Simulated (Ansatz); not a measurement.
Runs of Ansatz 0.2.0 on Si2W. The structure is tetragonal, space group I4/mmm (No. 139). Conventional cell: a = 3.214 Å, b = 3.214 Å, c = 7.830 Å, α = 90.00°, β = 90.00°, γ = 90.00°. W (site symmetry 4/mmm) has 10 Si at 2.62 Å as nearest neighbours. Si (site symmetry 4mm) has 5 Si at 2.59 to 2.63 Å and 5 W at 2.62 Å as nearest neighbours. 

```csv
task,level,U,cell,smearing,hubbard projectors,double counting,gap on the mesh (eV),pressure (GPa),relaxed volume (Å³/atom),largest force (eV/Å)
relaxation of cell and atoms,SVWN5,-,relaxed,fermi-dirac 0.05 eV,-,-,-,0.0,13.13,0.01
single point,PBE,-,as given,gaussian 0.024 eV,-,-,none,3.3,-,0.08
relaxation of cell and atoms,PBEsol+U,W d U = 1 eV,relaxed,fermi-dirac 0.05 eV,ortho-atomic (the default),fll (the default),none,0.0,(b),-
density of states,PBE,-,as given,fermi-dirac 0.05 eV,-,-,none,3.3,-,0.08
single point,PBE,-,as given,gaussian 0.016 eV,-,-,none,3.3,-,0.08
relaxation of cell and atoms,LDA,-,relaxed,fermi-dirac 0.05 eV,-,-,none,0.0,13.14,0.01
relaxation of cell and atoms,PBEsol+U,W d U = 3 eV,relaxed,fermi-dirac 0.05 eV,ortho-atomic (the default),fll (the default),none,0.0,13.34,-
relaxation of cell and atoms,BLYP,-,relaxed,fermi-dirac 0.05 eV,-,-,none,0.0,(a),-
```

Alike in all rows: potentials or basis Ansatz PAW; no spin polarisation; k mesh 12 × 12 × 12; cutoff (eV) 420.

Question: Fill in the values left out.

Answer: (a) 14.29; (b) 13.35.

Caveats: the plane-wave basis is chosen anew once the cell has moved, so the energies of steps on either side of that aren't comparable (some runs); the PAW data sets come from PBE, with cores solved anew for the run's functional, which leaves a small shift of forces and pressure (some runs); U without spin polarisation on a metal has little footing (some runs); the U is typed as a test and isn't derived for this compound (some runs); the potentials were made for another functional, which shifts forces and pressure (some runs).

A k mesh can miss the band edges, and the runs leave out spin-orbit coupling on W.

A gap of «none» marks a metal or a gap under the smearing width.

Not every run made on this cell is shown here.
